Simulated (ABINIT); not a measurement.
Nb:

```xyz
1
Lattice="-1.6640 1.6640 1.6640 1.6640 -1.6640 1.6640 1.6640 1.6640 -1.6640" Properties=species:S:1:pos:R:3 pbc="T T T"
Nb    0.0000    0.0000    0.0000
```

Base run:

* Program: ABINIT 10.8.3 (patched build)
* Functional: PBEsol
* Potentials or basis: JTH PAW PBE v2.0
* Cutoff: 435 eV
* k mesh: 11 × 11 × 11
* Occupations: fermi-dirac, width 0.05 eV
* Spin: spin-orbit coupling, no magnetisation

Its results: band gap on the k mesh none (metal or under the smearing width); pressure -8.2 GPa.

Task: After a change of settings the same cell gave: band gap on the k mesh none (metal or under the smearing width); pressure -7.4 GPa. Which change was it?
A. functional from PBEsol to SOGGA
B. functional from PBEsol to WC
C. functional from PBEsol to PBE; spin from spin-orbit coupling, no magnetisation to no spin polarisation
D. functional from PBEsol to rPW86PBE; spin from spin-orbit coupling, no magnetisation to no spin polarisation

Result: B.

Caveats: the PAW data sets were made with another functional, which shifts forces and pressure a little.
